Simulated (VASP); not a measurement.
# La2O3 (P-3m1) in VASP: further runs

Aim: see how the results for La2O3 move with the level of theory and the settings. Levels: PBEsol, LDA. Tasks: relaxation of cell and atoms.

All numbers are computed with VASP 6.6.1; they aren't measurements. Logs are shortened: lines on timing, memory, paths and dates and some standing lists are left out, and cuts for length are marked.

## Step 1: Starting point

It takes space group P-3m1 (No. 164, trigonal). Conventional cell: a = 3.931 Å, b = 3.931 Å, c = 6.112 Å, α = 90.00°, β = 90.00°, γ = 120.00°. La (site symmetry 3m) is surrounded by 4 O at 2.36 to 2.44 Å. O (site symmetry 3m) has 4 La at 2.36 to 2.44 Å as nearest neighbours. Around O (site symmetry -3m) lie 6 La at 2.72 Å.

The cell is a database's computed one.

## Step 2: Relaxation of cell and atoms, PBEsol

Contents of INCAR:

```
SYSTEM = La2O3
PREC = Accurate ; ENCUT = 600
EDIFF = 1E-7 ; ISMEAR = 0
SIGMA = 0.02 ; LREAL = .False.
LASPH = .True. ; NELM = 100
ALGO = Normal ; ISIF = 3
LWAVE = .False. ; LCHARG = .False.
GGA = PS ; IBRION = 2
NSW = 90 ; EDIFFG = -0.005
```

Contents of KPOINTS:

```
Automatic mesh
0
Gamma
  9 9 4
  0 0 0
```

Contents of POSCAR:

```
La2O3
1.0
    3.9307778800      0.0000000000      0.0000000000
   -1.9653889400      3.4041535000      0.0000000000
    0.0000000000      0.0000000000      6.1119535200
La O
2 3
Direct
    0.6666666700      0.3333333300      0.7537643200
    0.3333333300      0.6666666700      0.2462356800
    0.6666666700      0.3333333300      0.3541093500
    0.3333333300      0.6666666700      0.6458906500
    0.0000000000      0.0000000000      0.0000000000
```

Potentials or basis: VASP PAW PBE potentials, release 64 (La, O).

On the command line:

```sh
$ cat potpaw_PBE.64/La/POTCAR potpaw_PBE.64/O/POTCAR > POTCAR
$ mpirun -np 1 vasp_std > vasp.out
```

OUTCAR:

```text
SYSTEM = La2O3
   PREC = Accurate
   ENCUT = 600
   EDIFF = 1E-7
   ISMEAR = 0
   LREAL = .False.
   LASPH = .True.
   NELM = 100
   ISIF = 3
   GGA = PS
   IBRION = 2
   NSW = 90
   EDIFFG = -0.005

 ion  position               nearest neighbor table
   1  0.667  0.333  0.754-   4 2.36   4 2.36   4 2.36   3 2.44   5 2.72   5 2.72   5 2.72
   2  0.333  0.667  0.246-   3 2.36   3 2.36   3 2.36   4 2.44   5 2.72   5 2.72   5 2.72
   3  0.667  0.333  0.354-   2 2.36   2 2.36   2 2.36   1 2.44
   4  0.333  0.667  0.646-   1 2.36   1 2.36   1 2.36   2 2.44
   5  0.000  0.000  0.000-   1 2.72   2 2.72   2 2.72   1 2.72   1 2.72   2 2.72

  LATTYP: Found a hexagonal cell.
 ALAT       =     3.9307778800
 C/A-ratio  =     1.5548966913

  Lattice vectors:

 A1 = (   3.9307778800,   0.0000000000,   0.0000000000)
 A2 = (  -1.9653889400,   3.4041535000,   0.0000000000)
 A3 = (   0.0000000000,   0.0000000000,   6.1119535200)

Analysis of symmetry for initial positions (statically):
=====================================================================
 Subroutine PRICEL returns:
 Original cell was already a primitive cell.

 Routine SETGRP: Setting up the symmetry group for a
 hexagonal supercell.

 Subroutine GETGRP returns: Found 12 space group operations
 (whereof 12 operations were pure point group operations)
 out of a pool of 24 trial point group operations.

The static configuration has the point symmetry D_3d.

Analysis of symmetry for dynamics (positions and initial velocities):
=====================================================================
 Subroutine PRICEL returns:
 Original cell was already a primitive cell.

 Routine SETGRP: Setting up the symmetry group for a
 hexagonal supercell.

 Subroutine GETGRP returns: Found 12 space group operations
 (whereof 12 operations were pure point group operations)
 out of a pool of 24 trial point group operations.

The dynamic configuration has the point symmetry D_3d.

 Subroutine INISYM returns: Found 12 space group operations
 (whereof 12 operations are pure point group operations),
 and found     1 'primitive' translations

----------------------------------------------------------------------------------------

                                     Primitive cell

  volume of cell :      81.7839

  direct lattice vectors                    reciprocal lattice vectors
     3.930777880  0.000000000  0.000000000     0.254402571  0.146879393  0.000000000
    -1.965388940  3.404153500  0.000000000     0.000000000  0.293758786  0.000000000
     0.000000000  0.000000000  6.111953520     0.000000000  0.000000000  0.163613810

  length of vectors
     3.930777880  3.930777879  6.111953520     0.293758786  0.293758786  0.163613810

  position of ions in fractional coordinates (direct lattice)
     0.666666670  0.333333330  0.753764320
     0.333333330  0.666666670  0.246235680
     0.666666670  0.333333330  0.354109350
     0.333333330  0.666666670  0.645890650
     0.000000000  0.000000000  0.000000000

  ion indices of the primitive-cell ions
   primitive index   ion index
                 1           1
                 2           2
                 3           3
                 4           4
                 5           5

----------------------------------------------------------------------------------------

 KPOINTS: Automatic mesh

Automatic generation of k-mesh.
 Grid dimensions read from file:
 generate k-points for:    9    9    4

 Generating k-lattice:

  Cartesian coordinates                     Fractional coordinates (reciprocal lattice)
     0.028266952  0.016319933  0.000000000     0.111111111  0.000000000  0.000000000
     0.000000000  0.032639865  0.000000000     0.000000000  0.111111111  0.000000000
     0.000000000  0.000000000  0.040903452     0.000000000  0.000000000  0.250000000

  Length of vectors
     0.032639865  0.032639865  0.040903452

  Shift w.r.t. Gamma in fractional coordinates (k-lattice)
     0.000000000  0.000000000  0.000000000

 Subroutine IBZKPT returns following result:
 ===========================================

 Found     43 irreducible k-points:

 Following reciprocal coordinates:
            Coordinates               Weight
  0.000000  0.000000  0.000000      1.000000
  0.111111  0.000000  0.000000      6.000000
  0.222222 -0.000000  0.000000      6.000000
  0.333333  0.000000  0.000000      6.000000
  0.444444 -0.000000  0.000000      6.000000
  0.111111  0.111111  0.000000      6.000000
[... 16 lines left out ...]
  0.222222  0.111111  0.250000     12.000000
 -0.111111  0.333333  0.250000     12.000000
 [... further k-points ...]
   k-points           NKPTS =     43   k-points in BZ     NKDIM =     43   number of bands    NBANDS=     24
   number of dos      NEDOS =    301   number of ions     NIONS =      5
   total plane-waves  NPLWV =  51200
   dimension x,y,z NGX =    32 NGY =   32 NGZ =   50
   dimension x,y,z NGXF=    64 NGYF=   64 NGZF=  100
   ions per type =               2   3
   NGX,Y,Z   is equivalent  to a cutoff of  13.53, 13.53, 13.60 a.u.
   NGXF,Y,Z  is equivalent  to a cutoff of  27.07, 27.07, 27.20 a.u.
 SYSTEM =  La2O3
   PREC   = accura    normal or accurate (medium, high low for compatibility)
   ISTART =      0    job   : 0-new  1-cont  2-samecut
   ICHARG =      2    charge: 1-file 2-atom 10-const
   ISPIN  =      1    spin polarized calculation?
   LNONCOLLINEAR =      F non collinear calculations
   LSORBIT =      F    spin-orbit coupling
   LASPH  =      T    aspherical Exc in radial PAW
   ENCUT  =  600.0 eV  44.10 Ry    6.64 a.u.   7.85  7.85 12.21*2*pi/ulx,y,z
   NELM   =    100;   NELMIN=  2; NELMDL= -5     # of ELM steps
   EDIFF  = 0.1E-06   stopping-criterion for ELM
   LREAL  =      F    real-space projection
   EDIFFG = -.5E-02   stopping-criterion for IOM
   NSW    =     90    number of steps for IOM
   IBRION =      2    ionic relax: 0-MD 1-quasi-New 2-CG
   NFREE  =      1    steps in history (QN), initial steepest desc. (CG)
   ISIF   =      3    stress and relaxation
   ISYM   =      2    0-nonsym 1-usesym 2-fastsym
   POTIM  = 0.5000    time-step for ionic-motion
   TEBEG  =    0.0;   TEEND  =   0.0 temperature during run
   PSTRESS=    0.0 pullay stress
   NELECT =      40.0000    total number of electrons
   NUPDOWN=      -1.0000    fix difference up-down
   EMIN   =  10.00;   EMAX   =-10.00  energy-range for DOS
   EFERMI =   0.00;   METHOD = LEGACY
   ISMEAR =     0;   SIGMA  =   0.02  broadening in eV -4-tet -1-fermi 0-gaus
   EFERMI_NEDOS =   21; number of points for ismear=-14 and -15
   IALGO  =     38    algorithm
   IMIX   =      4    mixing-type and parameters
     AMIX     =   0.40;   BMIX     =  1.00
     AMIX_MAG =   1.60;   BMIX_MAG =  1.00
  volume/ion in A,a.u.               =      16.36       110.38
  Fermi-wavevector in a.u.,A,eV,Ry     =   1.289849  2.437462 22.636161  1.663711
  Thomas-Fermi vector in A             =   2.421717
   LORBIT       =      0    0 simple, 1 ext, 2 COOP (PROOUT), +10 PAW based schemes
   GGA     = PS    functional components
   LHFCALC =     F    Hartree Fock is set to
   AEXX    =    0.0000 exact exchange contribution
   IVDW    =     0    specifies the selected vdW correction
   LEPSILON=     F    determine dielectric tensor
   LRPA    =     F    only Hartree local field effects (RPA)
 conjugate gradient relaxation of ions
 non-spin polarized calculation
 Gauss-broadening in eV      SIGMA  =   0.02
  energy-cutoff  :      600.00
  volume of cell :       81.78
 maximum number of plane-waves:      2752
   NGX = 15   NGY = 15   NGZ = 25

--------------------------------------- Ionic step        1  -------------------------------------------

 number of electron      40.0000000 magnetization

 Free energy of the ion-electron system (eV)
  ---------------------------------------------------
  ext. energy  EPLUGINS =         0.00000000
  ---------------------------------------------------
  free energy    TOTEN  =       -43.69718662 eV

  energy without entropy =      -43.69718662  energy(sigma->0) =      -43.69718662

------------------------ aborting loop because EDIFF is reached ----------------------------------------

  FORCE on cell =-STRESS in cart. coord.  units (eV):
  Direction    XX          YY          ZZ          XY          YZ          ZX
  --------------------------------------------------------------------------------------
  -------------------------------------------------------------------------------------
  Total       -1.7500161     -1.7500161     -1.5512784     -0.0000000      0.0000000      0.0000000
  in kB      -34.2834836    -34.2834836    -30.3901368     -0.0000000      0.0000000      0.0000000
  external PRESSURE =     -32.9857013 kB  Pullay stress =       0.0000000 kB
[... 98 lines left out ...]
  FREE ENERGIE OF THE ION-ELECTRON SYSTEM (eV)
  ---------------------------------------------------
  free  energy   TOTEN  =       -43.7174470040 eV

  energy  without entropy=      -43.7174470040  energy(sigma->0) =      -43.71744700

[... ionic steps 4 to 10 ...]

--------------------------------------- Ionic step       11  -------------------------------------------

 number of electron      40.0000002 magnetization

------------------------ aborting loop because EDIFF is reached ----------------------------------------

  FORCE on cell =-STRESS in cart. coord.  units (eV):
  Direction    XX          YY          ZZ          XY          YZ          ZX
  --------------------------------------------------------------------------------------
  -------------------------------------------------------------------------------------
  Total        0.0045586      0.0045586      0.0105084      0.0000000      0.0000000      0.0000000
  in kB        0.0917334      0.0917334      0.2114640      0.0000000      0.0000000      0.0000000
  external PRESSURE =       0.1316436 kB  Pullay stress =       0.0000000 kB
[... 63 lines left out ...]
  energy  without entropy=      -43.7190171867  energy(sigma->0) =      -43.71901719

--------------------------------------- Ionic step       13  -------------------------------------------

 number of electron      40.0000001 magnetization

 Free energy of the ion-electron system (eV)
  ---------------------------------------------------
  ext. energy  EPLUGINS =         0.00000000
  ---------------------------------------------------
  free energy    TOTEN  =       -43.71901744 eV

  energy without entropy =      -43.71901744  energy(sigma->0) =      -43.71901744

 E-fermi :   6.2375     XC(G=0): -10.8581

 val. band max:        6.0812274372   @ k =   0.4444  -0.0000   0.5000
 cond. band min:       9.8822654347   @ k =   0.3333   0.3333   0.0000
 fundamental gap:      3.8010379975
 Fermi energy:         6.2375174085

 k-point     1 :       0.0000    0.0000    0.0000
  band No.  band energies     occupation
      1     -23.5940      2.00000
      2     -23.3065      2.00000
      3     -10.8978      2.00000
      4      -9.5626      2.00000
      5      -9.1241      2.00000
      6      -7.0609      2.00000
[... 637 lines left out ...]
     23      11.2170      0.00000
     24      11.4218      0.00000

 [... further k-points ...]
[... 5 lines left out ...]
  --------------------------------------------------------------------------------------
  -------------------------------------------------------------------------------------
  Total        0.0110478      0.0110478      0.0083106      0.0000000      0.0000000      0.0000000
  in kB        0.2223638      0.2223638      0.1672721      0.0000000      0.0000000      0.0000000
  external PRESSURE =       0.2039999 kB  Pullay stress =       0.0000000 kB
[... 20 lines left out ...]
  FREE ENERGIE OF THE ION-ELECTRON SYSTEM (eV)
  ---------------------------------------------------
  free  energy   TOTEN  =       -43.7190174431 eV

  energy  without entropy=      -43.7190174431  energy(sigma->0) =      -43.71901744

 reached required accuracy - stopping structural energy minimisation
```

Run time: 11 min. Hardware: 1 thread of AMD EPYC 9R45 (Zen 5), shared host; peak memory 0.26 GiB.

What came out:

```yaml
Free_energy: -43.7190 eV
Relaxed_volume: 15.92 Å³/atom
Relaxed_cell: a = 3.904 Å, b = 3.904 Å, c = 6.032 Å, α = 90.00°, β = 90.00°, γ = 120.00°
Space_group_after_relaxing_to_0.05_Å: P-3m1 (No. 164)
Energy_gained_by_relaxing: 4.4 meV/atom
Ionic_steps: 13
Pressure_after_relaxing: 0.0 GPa
Largest_force_after_relaxing: 0.004 eV/Å
Band_gap_on_the_k_mesh: 3.80 eV, indirect (least direct gap 3.87 eV)
```

Forces on the atoms (eV/Å):
```
La   0.000  0.000 -0.004
La   0.000  0.000  0.004
O    0.000  0.000 -0.004
O    0.000  0.000  0.004
O    0.000  0.000  0.000
```

The path:
| step | energy change (eV) | largest force (eV/Å) | pressure (GPa) | volume (Å³) |
| --- | --- | --- | --- | --- |
| 1 | 0.0000 | 0.1029 | -3.30 | 81.78 |
| 2 | 0.0050 | 0.3956 | 3.89 | 77.86 |
| 3 | -0.0203 | 0.1244 | -0.08 | 79.90 |
| 4 | -0.0203 | 0.1290 | -0.01 | 79.86 |
| 5 | -0.0214 | 0.0238 | 0.04 | 79.70 |
| 6 | -0.0215 | 0.0155 | 0.06 | 79.65 |
| 7 | -0.0217 | 0.0174 | -0.07 | 79.70 |
| 8 | -0.0217 | 0.0189 | -0.14 | 79.72 |
| 9 | -0.0218 | 0.0211 | 0.05 | 79.61 |
| 10 | -0.0218 | 0.0152 | 0.01 | 79.63 |
| 11 | -0.0218 | 0.0088 | 0.01 | 79.62 |
| 12 | -0.0218 | 0.0055 | 0.02 | 79.60 |
| 13 | -0.0218 | 0.0039 | 0.02 | 79.60 |

Final structure:
```
La O
1.0
     3.90358    0.00000    0.00000
    -1.95179    3.38060    0.00000
     0.00000    0.00000    6.03205
La O
2 3
Direct
  0.66667 0.33333 0.75475
  0.33333 0.66667 0.24525
  0.66667 0.33333 0.35396
  0.33333 0.66667 0.64604
  0.00000 0.00000 0.00000
```

Caveat: the PAW data sets were made with another functional, which shifts forces and pressure a little; spin-orbit coupling is left out, which moves the levels of the heavy elements; an odd mesh through Γ misses points on the zone boundary, where band edges often lie.

## Step 3: Relaxation of cell and atoms, LDA

Edit INCAR of step 2 so:

```diff
@@ -7,3 +7,3 @@
 LWAVE = .False. ; LCHARG = .False.
-GGA = PS ; IBRION = 2
+GGA = CA ; IBRION = 2
 NSW = 90 ; EDIFFG = -0.005
```

KPOINTS is that of step 2.

POSCAR is that of step 2.

Potentials or basis: VASP PAW LDA potentials, release 64 (La, O).

On the command line:

```sh
$ cat potpaw_LDA.64/La/POTCAR potpaw_LDA.64/O/POTCAR > POTCAR
$ mpirun -np 1 vasp_std > vasp.out
```

It took 8.6 min on 1 thread of AMD EPYC 9R45 (Zen 5), shared host; peak memory 0.23 GiB.

The run converged. Its results:

```yaml
Free_energy: -45.9124 eV
Relaxed_volume: 15.51 Å³/atom
Relaxed_cell: a = 3.882 Å, b = 3.882 Å, c = 5.942 Å, α = 90.00°, β = 90.00°, γ = 120.00°
Space_group_after_relaxing_to_0.05_Å: P-3m1 (No. 164)
Energy_gained_by_relaxing: 17.1 meV/atom
Ionic_steps: 13
Pressure_after_relaxing: 0.0 GPa
Band_gap_on_the_k_mesh: 3.75 eV, indirect (least direct gap 3.80 eV)
```

Step by step:
```tsv
step	energy change (eV)	largest force (eV/Å)	pressure (GPa)	volume (Å³)
1	0.0000	0.1611	-6.49	81.78
2	0.0312	0.8513	8.89	74.19
3	-0.0777	0.2709	-0.19	78.18
4	-0.0777	0.2801	-0.05	78.11
5	-0.0834	0.0444	0.04	77.78
6	-0.0837	0.0426	0.08	77.67
7	-0.0847	0.0463	-0.10	77.71
8	-0.0850	0.0501	-0.25	77.75
9	-0.0852	0.0544	0.26	77.46
10	-0.0853	0.0391	0.11	77.55
11	-0.0855	0.0126	0.05	77.54
12	-0.0855	0.0068	0.03	77.53
13	-0.0855	0.0008	-0.03	77.57
```

Final structure:
```
La O
1.0
     3.88248    0.00000    0.00000
    -1.94124    3.36233    0.00000
     0.00000    0.00000    5.94188
La O
2 3
Cartesian
  1.9412 1.1208 4.4936
  0.0000 2.2416 1.4482
  1.9412 1.1208 2.0989
  0.0000 2.2416 3.8430
  -1.9412 3.3623 5.9419
```

Levels at points of the mesh, in eV from the valence-band top:
```
           k point  band 18  band 19  band 20  band 21  band 22  band 23
(0.00, 0.00, 0.00)    -0.47    -0.47    -0.19     4.29     4.50     4.50
(0.00, 0.00, 0.50)    -0.92    -0.34    -0.34     4.68     4.68     4.70
```

Caveat: spin-orbit coupling is left out, which moves the levels of the heavy elements; an odd mesh through Γ misses points on the zone boundary, where band edges often lie.
